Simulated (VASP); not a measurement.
Here is a VASP 6.6.1 calculation.

POSCAR

```
K
1.0
    4.2544529358      0.0000000000      0.0000000000
    0.0000000000      4.2544529358      0.0000000000
    0.0000000000      0.0000000000      4.4246310532
K
1
Direct
    0.0000000000      0.0000000000      0.0000000000
```

Contents of INCAR.step1:

```
PREC = Accurate ; ENCUT = 520
ISMEAR = -1 ; SIGMA = 0.02
LREAL = False ; LASPH = True
NELM = 100 ; NBANDS = 10
GGA = PE ; ALGO = Normal
EDIFF = 1E-4 ; LWAVE = True
LCHARG = False
```

The input INCAR.step2:

```
PREC = Accurate ; ENCUT = 520
EDIFF = 1E-6 ; ISMEAR = -1
SIGMA = 0.02 ; LREAL = False
LASPH = True ; NELM = 100
ALGO = Normal ; ISIF = 2
LWAVE = False ; LCHARG = False
METAGGA = R2SCAN ; LMIXTAU = True
IVDW = 13 ; VDW_S6 = 1.0
VDW_S8 = 0.6018749 ; VDW_A1 = 0.51559235
VDW_A2 = 5.77342911 ; NBANDS = 10
ISTART = 1
```

Contents of KPOINTS:

```
Automatic mesh
0
Gamma
  7 7 7
```

Potentials or basis: VASP PAW PBE potentials, release 64 (K_sv).

Command:

```console
$ cat potpaw_PBE.64/K_sv/POTCAR > POTCAR
$ cp INCAR.step1 INCAR
$ mpirun -np 1 vasp_std > vasp.out
$ cp INCAR.step2 INCAR
$ mpirun -np 1 vasp_std > vasp.out
```

Question: Estimate the band gap on the k mesh.

Answer: None (metal or under the smearing width).

Question: Estimate the dispersion energy per atom.

Answer: -0.019 eV.

Question: Predict the pressure.

Answer: -0.1 GPa.

Stress tensor (GPa, compression positive):
```
 0.12  0.00  0.00
 0.00  0.12  0.00
 0.00  0.00 -0.39
```

Caveat: the PAW data sets were made with another functional, which shifts forces and pressure a little; pairwise dispersion overbinds metals, which lowers pressure and volume.
